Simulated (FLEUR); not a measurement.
The system is Cu.

```xyz
1
Lattice="0.0000 1.8075 1.8075 1.8075 0.0000 1.8075 1.8075 1.8075 0.0000" Properties=species:S:1:pos:R:3 pbc="T T T"
Cu    0.0000    0.0000    0.0000
```

* Program: FLEUR MaX-R8.1 (later development tree)
* Task: single point
* Functional: PBEsol
* Potentials or basis: all-electron
* Basis: FLAPW
* Kmax: 4.47 1/bohr
* k mesh: 13 × 13 × 13
* Occupations: fermi-dirac, width 0.05 eV
* Spin: no spin polarisation
* Gmax: 13.9 1/bohr
* Muffin-tin radii: Cu 2.19 bohr
* lmax: Cu 9
* lnonsphr: Cu 9
* Local orbitals a species: Cu 5
* Max iterations: 60
* Mixing factor: 0.05
* Mixer: Anderson
* Mixer history: 15

On this cell: band gap on the k mesh none (metal or under the smearing width).

The same run follows on a disturbed copy (cell strained at random at fixed volume):

```
CELL_PARAMETERS angstrom
-0.00858 1.79575 1.80169
1.82295 -0.02405 1.81716
1.79533 1.78360 0.00357
ATOMIC_POSITIONS crystal
Cu 0.00146 0.97571 0.02932
```

What does the disturbed cell give?

The energy (extrapolated to zero smearing) moves by +1.4 meV/atom; band gap on the k mesh none (metal or under the smearing width).
